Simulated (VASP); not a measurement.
# BN (P6_3/mmc) in VASP: notebook

The runs below take BN through relaxation of cell and atoms, vibrations by finite differences, with PBE+D3(BJ).

Everything below comes from runs of VASP 6.6.1. Logs are shortened: lines on timing, memory, paths and dates and some standing lists are left out, and cuts for length are marked.

### 1 Starting point

It takes space group P6_3/mmc (No. 194, hexagonal). The conventional cell has a = 2.498 Å, b = 2.498 Å, c = 6.636 Å, α = 90.00°, β = 90.00°, γ = 120.00°. Around B (site symmetry -6m2) lie 3 N at 1.44 Å. Around N (site symmetry -6m2) lie 3 B at 1.44 Å.

### 2 Relaxation of cell and atoms, PBE+D3(BJ)

The input, INCAR:

```
PREC = Accurate
ENCUT = 520
EDIFF = 1E-7
ISMEAR = 0
SIGMA = 0.02
LREAL = False
LASPH = True
NELM = 60
ALGO = Normal
ISIF = 3
LWAVE = False
LCHARG = False
GGA = PE
IVDW = 12
IBRION = 2
NSW = 80
EDIFFG = -0.002
KPAR = 4
```

The input, KPOINTS:

```
Automatic mesh
0
Gamma
  6 6 2
```

The input, POSCAR:

```
BN
1.0
    2.4982400000      0.0000000000      0.0000000000
   -1.2491200000      2.1635393000      0.0000000000
    0.0000000000      0.0000000000      6.6357000000
B N
2 2
Direct
    0.3333333300      0.6666666700      0.2500000000
    0.6666666700      0.3333333300      0.7500000000
    0.3333333300      0.6666666700      0.7500000000
    0.6666666700      0.3333333300      0.2500000000
```

Potentials or basis: VASP PAW PBE potentials, release 64 (B, N).

Launch:

```console
$ cat potpaw_PBE.64/B/POTCAR potpaw_PBE.64/N/POTCAR > POTCAR
$ mpirun -np 4 vasp_std > vasp.out
```

OUTCAR:

```text
PREC = Accurate
   ENCUT = 520
   EDIFF = 1E-7
   ISMEAR = 0
   LREAL = False
   LASPH = True
   NELM = 60
   ISIF = 3
   GGA = PE
   IVDW = 12
   IBRION = 2
   NSW = 80
   EDIFFG = -0.002
 IVDW          = 12

 ion  position               nearest neighbor table
   1  0.333  0.667  0.250-   4 1.44   4 1.44   4 1.44
   2  0.667  0.333  0.750-   3 1.44   3 1.44   3 1.44
   3  0.333  0.667  0.750-   2 1.44   2 1.44   2 1.44
   4  0.667  0.333  0.250-   1 1.44   1 1.44   1 1.44

  LATTYP: Found a hexagonal cell.
 ALAT       =     2.4982400000
 C/A-ratio  =     2.6561499296

  Lattice vectors:

 A1 = (   2.4982400000,   0.0000000000,   0.0000000000)
 A2 = (  -1.2491200000,   2.1635393000,   0.0000000000)
 A3 = (   0.0000000000,   0.0000000000,   6.6357000000)

Analysis of symmetry for initial positions (statically):
=====================================================================
 Subroutine PRICEL returns:
 Original cell was already a primitive cell.

 Routine SETGRP: Setting up the symmetry group for a
 hexagonal supercell.

 Subroutine GETGRP returns: Found 24 space group operations
 (whereof 12 operations were pure point group operations)
 out of a pool of 24 trial point group operations.

The static configuration has the point symmetry D_3d.
 The point group associated with its full space group is D_6h.

Analysis of symmetry for dynamics (positions and initial velocities):
=====================================================================
 Subroutine PRICEL returns:
 Original cell was already a primitive cell.

 Routine SETGRP: Setting up the symmetry group for a
 hexagonal supercell.

 Subroutine GETGRP returns: Found 24 space group operations
 (whereof 12 operations were pure point group operations)
 out of a pool of 24 trial point group operations.

The dynamic configuration has the point symmetry D_3d.
 The point group associated with its full space group is D_6h.

 Subroutine INISYM returns: Found 24 space group operations
 (whereof 12 operations are pure point group operations),
 and found     1 'primitive' translations

----------------------------------------------------------------------------------------

                                     Primitive cell

  volume of cell :      35.8662

  direct lattice vectors                    reciprocal lattice vectors
     2.498240000  0.000000000  0.000000000     0.400281798  0.231102805  0.000000000
    -1.249120000  2.163539300  0.000000000     0.000000000  0.462205609  0.000000000
     0.000000000  0.000000000  6.635700000     0.000000000  0.000000000  0.150700002

  length of vectors
     2.498240000  2.498239996  6.635700000     0.462205608  0.462205609  0.150700002

  position of ions in fractional coordinates (direct lattice)
     0.333333330  0.666666670  0.250000000
     0.666666670  0.333333330  0.750000000
     0.333333330  0.666666670  0.750000000
     0.666666670  0.333333330  0.250000000

  ion indices of the primitive-cell ions
   primitive index   ion index
                 1           1
                 2           2
                 3           3
                 4           4

----------------------------------------------------------------------------------------

 KPOINTS: Automatic mesh

Automatic generation of k-mesh.
 Grid dimensions read from file:
 generate k-points for:    6    6    2

 Generating k-lattice:

  Cartesian coordinates                     Fractional coordinates (reciprocal lattice)
     0.066713633  0.038517134  0.000000000     0.166666667 -0.000000000  0.000000000
     0.000000000  0.077034268  0.000000000     0.000000000  0.166666667  0.000000000
     0.000000000  0.000000000  0.075350001     0.000000000  0.000000000  0.500000000

  Length of vectors
     0.077034268  0.077034268  0.075350001

  Shift w.r.t. Gamma in fractional coordinates (k-lattice)
     0.000000000  0.000000000  0.000000000

 Subroutine IBZKPT returns following result:
 ===========================================

 Found     14 irreducible k-points:

 Following reciprocal coordinates:
            Coordinates               Weight
  0.000000  0.000000  0.000000      1.000000
  0.166667 -0.000000  0.000000      6.000000
  0.333333  0.000000  0.000000      6.000000
  0.500000 -0.000000  0.000000      3.000000
  0.166667  0.166667  0.000000      6.000000
  0.333333  0.166667  0.000000     12.000000
  0.333333  0.333333  0.000000      2.000000
  0.000000  0.000000  0.500000      1.000000
  0.166667 -0.000000  0.500000      6.000000
  0.333333  0.000000  0.500000      6.000000
  0.500000 -0.000000  0.500000      3.000000
  0.166667  0.166667  0.500000      6.000000
  0.333333  0.166667  0.500000     12.000000
  0.333333  0.333333  0.500000      2.000000
   k-points           NKPTS =     14   k-points in BZ     NKDIM =     14   number of bands    NBANDS=     12
   number of dos      NEDOS =    301   number of ions     NIONS =      4
   total plane-waves  NPLWV =  20000
   dimension x,y,z NGX =    20 NGY =   20 NGZ =   50
   dimension x,y,z NGXF=    40 NGYF=   40 NGZF=  100
   ions per type =               2   2
   NGX,Y,Z   is equivalent  to a cutoff of  13.31, 13.31, 12.53 a.u.
   NGXF,Y,Z  is equivalent  to a cutoff of  26.62, 26.62, 25.05 a.u.
 SYSTEM =  unknown system
   PREC   = accura    normal or accurate (medium, high low for compatibility)
   ISTART =      0    job   : 0-new  1-cont  2-samecut
   ICHARG =      2    charge: 1-file 2-atom 10-const
   ISPIN  =      1    spin polarized calculation?
   LNONCOLLINEAR =      F non collinear calculations
   LSORBIT =      F    spin-orbit coupling
   LASPH  =      T    aspherical Exc in radial PAW
   ENCUT  =  520.0 eV  38.22 Ry    6.18 a.u.   4.65  4.65 12.34*2*pi/ulx,y,z
   NELM   =     60;   NELMIN=  2; NELMDL= -5     # of ELM steps
   EDIFF  = 0.1E-06   stopping-criterion for ELM
   LREAL  =      F    real-space projection
   EDIFFG = -.2E-02   stopping-criterion for IOM
   NSW    =     80    number of steps for IOM
   IBRION =      2    ionic relax: 0-MD 1-quasi-New 2-CG
   NFREE  =      1    steps in history (QN), initial steepest desc. (CG)
   ISIF   =      3    stress and relaxation
   ISYM   =      2    0-nonsym 1-usesym 2-fastsym
   POTIM  = 0.5000    time-step for ionic-motion
   TEBEG  =    0.0;   TEEND  =   0.0 temperature during run
   PSTRESS=    0.0 pullay stress
   NELECT =      16.0000    total number of electrons
   NUPDOWN=      -1.0000    fix difference up-down
   EMIN   =  10.00;   EMAX   =-10.00  energy-range for DOS
   EFERMI =   0.00;   METHOD = LEGACY
   ISMEAR =     0;   SIGMA  =   0.02  broadening in eV -4-tet -1-fermi 0-gaus
   EFERMI_NEDOS =   21; number of points for ismear=-14 and -15
   IALGO  =     38    algorithm
   IMIX   =      4    mixing-type and parameters
     AMIX     =   0.40;   BMIX     =  1.00
     AMIX_MAG =   1.60;   BMIX_MAG =  1.00
  volume/ion in A,a.u.               =       8.97        60.51
  Fermi-wavevector in a.u.,A,eV,Ry     =   1.250891  2.363842 21.289433  1.564729
  Thomas-Fermi vector in A             =   2.384864
   LORBIT       =      0    0 simple, 1 ext, 2 COOP (PROOUT), +10 PAW based schemes
   GGA     = PE    functional components
   LHFCALC =     F    Hartree Fock is set to
   AEXX    =    0.0000 exact exchange contribution
   IVDW    =    12    specifies the selected vdW correction
   LEPSILON=     F    determine dielectric tensor
   LRPA    =     F    only Hartree local field effects (RPA)
 conjugate gradient relaxation of ions
 non-spin polarized calculation
 Gauss-broadening in eV      SIGMA  =   0.02
  energy-cutoff  :      520.00
  volume of cell :       35.87
 maximum number of plane-waves:       985
 NGX is ok and might be reduce to    20
   NGX =  9   NGY =  9   NGZ = 25

--------------------------------------- Ionic step        1  -------------------------------------------

 number of electron      15.9999997 magnetization

 Free energy of the ion-electron system (eV)
  ---------------------------------------------------
  ext. energy  EPLUGINS =         0.00000000
  ---------------------------------------------------
  free energy    TOTEN  =       -35.14552857 eV

  energy without entropy =      -35.14552857  energy(sigma->0) =      -35.14552857

------------------------ aborting loop because EDIFF is reached ----------------------------------------

 Edisp (eV)   -0.56768

 E8    (eV) :    -0.1663

  FORCE on cell =-STRESS in cart. coord.  units (eV):
  Direction    XX          YY          ZZ          XY          YZ          ZX
  --------------------------------------------------------------------------------------
  -------------------------------------------------------------------------------------
  Total       0.83350     0.83350    -0.04437     0.00000     0.00000     0.00000
  in kB      37.23317    37.23317    -1.98210     0.00000     0.00000     0.00000
  external pressure =       24.16 kB  Pullay stress =        0.00 kB
[... 103 lines left out ...]
  FREE ENERGIE OF THE ION-ELECTRON SYSTEM (eV)
  ---------------------------------------------------
  free  energy   TOTEN  =       -35.7160422655 eV

  energy  without entropy=      -35.7160422655  energy(sigma->0) =      -35.71604227

[... ionic steps 4 to 8 ...]

--------------------------------------- Ionic step        9  -------------------------------------------

 number of electron      15.9999997 magnetization

------------------------ aborting loop because EDIFF is reached ----------------------------------------

 Edisp (eV)   -0.56796

 E8    (eV) :    -0.1665
[... 73 lines left out ...]
  energy  without entropy=      -35.7161375757  energy(sigma->0) =      -35.71613758

--------------------------------------- Ionic step       11  -------------------------------------------

 number of electron      15.9999997 magnetization

 Free energy of the ion-electron system (eV)
  ---------------------------------------------------
  ext. energy  EPLUGINS =         0.00000000
  ---------------------------------------------------
  free energy    TOTEN  =       -35.14823958 eV

  energy without entropy =      -35.14823958  energy(sigma->0) =      -35.14823958

 E-fermi :   2.4386     XC(G=0): -10.1066

 val. band max:        2.3125960209   @ k =   0.3333   0.3333   0.5000
 cond. band min:       6.5745268075   @ k =   0.5000  -0.0000   0.0000
 fundamental gap:      4.2619307866
 Fermi energy:         2.4386388999

 k-point     1 :       0.0000    0.0000    0.0000
  band No.  band energies     occupation
      1     -15.4728      2.00000
      2     -15.1628      2.00000
      3      -3.9136      2.00000
      4      -1.7164      2.00000
      5       0.9790      2.00000
      6       0.9790      2.00000
      7       1.0190      2.00000
      8       1.0190      2.00000
      9       7.6164      0.00000
     10      12.6964      0.00000
     11      13.8314      0.00000
     12      13.8314      0.00000
[... 228 lines left out ...]
  FREE ENERGIE OF THE ION-ELECTRON SYSTEM (eV)
  ---------------------------------------------------
  free  energy   TOTEN  =       -35.7161579661 eV

  energy  without entropy=      -35.7161579661  energy(sigma->0) =      -35.71615797

 reached required accuracy - stopping structural energy minimisation
```

It took 21 s on 4 MPI ranks of Intel Xeon Platinum 8488C (Sapphire Rapids), shared host; peak memory 0.15 GiB.

Results:

| Property | Result |
| --- | --- |
| Free energy | -35.7162 eV |
| Relaxed volume | 8.97 Å³/atom |
| Relaxed cell | a = 2.507 Å, b = 2.507 Å, c = 6.596 Å, α = 90.00°, β = 90.00°, γ = 120.00° |
| Space group after relaxing (to 0.05 Å) | P6_3/mmc (No. 194) |
| Energy gained by relaxing | 0.7 meV/atom |
| Ionic steps | 11 |
| Pressure after relaxing | 0.0 GPa |
| Band gap on the k mesh | 4.26 eV, indirect (least direct gap 4.63 eV) |
| Dispersion energy per atom | -0.142 eV |

The path:
| step | energy change (eV) | largest force (eV/Å) | pressure (GPa) | volume (Å³) |
| --- | --- | --- | --- | --- |
| 1 | 0.0000 | 0.0000 | 2.42 | 35.87 |
| 2 | 0.0076 | 0.0000 | -4.64 | 36.57 |
| 3 | -0.0028 | 0.0000 | -0.07 | 36.11 |
| 4 | -0.0028 | 0.0000 | -0.02 | 36.10 |
| 5 | -0.0028 | 0.0000 | -0.02 | 36.09 |
| 6 | -0.0029 | 0.0000 | -0.01 | 36.05 |
| 7 | -0.0029 | 0.0000 | 0.01 | 35.96 |
| 8 | -0.0029 | 0.0000 | 0.05 | 35.79 |
| 9 | -0.0030 | 0.0000 | 0.02 | 35.89 |
| 10 | -0.0029 | 0.0000 | -0.21 | 35.92 |
| 11 | -0.0030 | 0.0000 | 0.00 | 35.90 |

Final structure:
```xyz
4
Lattice="2.5068 0.0000 0.0000 -1.2534 2.1709 0.0000 0.0000 0.0000 6.5964" Properties=species:S:1:pos:R:3 pbc="T T T"
B     0.0000    1.4473    1.6491
B     1.2534    0.7236    4.9473
N     0.0000    1.4473    4.9473
N     1.2534    0.7236    1.6491
```

Caveat: the k mesh is coarse (spacing up to 0.48 Å⁻¹), so the values aren't converged. A k mesh can miss the band edges.

### 3 Relaxation of cell and atoms, PBE+D3(BJ)

INCAR is that of step 2.

KPOINTS is that of step 2.

The input, POSCAR:

```
BN                                      
1.0
    2.5067522025     -0.0000000000      0.0000000000
   -1.2533761013      2.1709110836     -0.0000000000
    0.0000000000     -0.0000000000      6.5963922363
  B               N             
     2     2
Direct
     0.3333333300000021    0.6666666699999979    0.2500000000000000
     0.6666666699999979    0.3333333300000021    0.7500000000000000
     0.3333333300000021    0.6666666699999979    0.7500000000000000
     0.6666666699999979    0.3333333300000021    0.2500000000000000
```

Potentials or basis: VASP PAW PBE potentials, release 64 (B, N).

Launch:

```console
$ cat potpaw_PBE.64/B/POTCAR potpaw_PBE.64/N/POTCAR > POTCAR
$ mpirun -np 4 vasp_std > vasp.out
```

Run time: 8.8 s. Hardware: 4 MPI ranks of Intel Xeon Platinum 8488C (Sapphire Rapids), shared host; peak memory 0.14 GiB.

It converged, with:

```
Free energy                : -35.7161 eV
Pressure after relaxing    : 0.0 GPa
Band gap on the k mesh     : 4.26 eV, indirect (least direct gap 4.63 eV)
Dispersion energy per atom : -0.142 eV
```

Final structure:
```
CELL_PARAMETERS angstrom
2.50675 0.00000 0.00000
-1.25338 2.17091 0.00000
0.00000 0.00000 6.59639
ATOMIC_POSITIONS crystal
B 0.33333 0.66667 0.25000
B 0.66667 0.33333 0.75000
N 0.33333 0.66667 0.75000
N 0.66667 0.33333 0.25000
```

Levels at points of the mesh, in eV from the valence-band top:
| k point | band 5 | band 6 | band 7 | band 8 | band 9 | band 10 | band 11 | band 12 |
| --- | --- | --- | --- | --- | --- | --- | --- | --- |
| (0.00, 0.00, 0.00) | -1.33 | -1.33 | -1.29 | -1.29 | 5.30 | 10.38 | 11.52 | 11.52 |
| (0.50, 0.00, 0.00) | -4.14 | -4.07 | -1.46 | -0.41 | 4.26 | 5.67 | 9.51 | 9.92 |
| (0.00, 0.00, 0.50) | -1.31 | -1.31 | -1.31 | -1.31 | 7.70 | 7.70 | 11.58 | 11.58 |
| (0.50, 0.00, 0.50) | -4.10 | -4.10 | -0.91 | -0.91 | 4.73 | 4.73 | 9.89 | 9.89 |

Caveat: the k mesh is coarse (spacing up to 0.48 Å⁻¹), so the values aren't converged; the relaxation stopped at its first step, so nothing moved.

### 4 Vibrations by finite differences, PBE+D3(BJ)

The input, INCAR:

```
PREC = Accurate
ENCUT = 520
EDIFF = 1E-8
ISMEAR = 0
SIGMA = 0.02
LREAL = False
LASPH = True
NELM = 60
ALGO = Normal
ISIF = 2
LWAVE = False
LCHARG = False
GGA = PE
IVDW = 12
NBANDS = 16
IBRION = 6
NFREE = 2
POTIM = 0.015
NSW = 1
KPAR = 4
```

KPOINTS is that of step 3.

POSCAR, as its differences from that of step 3:

```diff
@@ -2,5 +2,5 @@
 1.0
-    2.5067522025     -0.0000000000      0.0000000000
-   -1.2533761013      2.1709110836     -0.0000000000
-    0.0000000000     -0.0000000000      6.5963922363
+    2.5067522025      0.0000000000      0.0000000000
+   -1.2533761013      2.1709110836      0.0000000000
+    0.0000000000      0.0000000000      6.5963922363
   B               N
```

Launch:

```console
$ cat potpaw_PBE.64/B/POTCAR potpaw_PBE.64/N/POTCAR > POTCAR
$ mpirun -np 4 vasp_std > vasp.out
```

Run time: 40 s. Hardware: 4 MPI ranks of Intel Xeon Platinum 8488C (Sapphire Rapids), shared host; peak memory 0.19 GiB.

It converged, with:

```yaml
Highest_phonon_frequency_at_Γ_LO-TO_splitting_left_out: 1352 cm⁻¹
Dispersion_energy_per_atom: -0.142 eV
```

Phonon frequencies in cm⁻¹ (negative: imaginary):
```csv
q point,frequencies
"(0.000, 0.000, 0.000)",0 0 0 47 47 121 744 797 1351 1351 1352 1352
```

Caveat: the k mesh is coarse (spacing up to 0.48 Å⁻¹), so the values aren't converged.
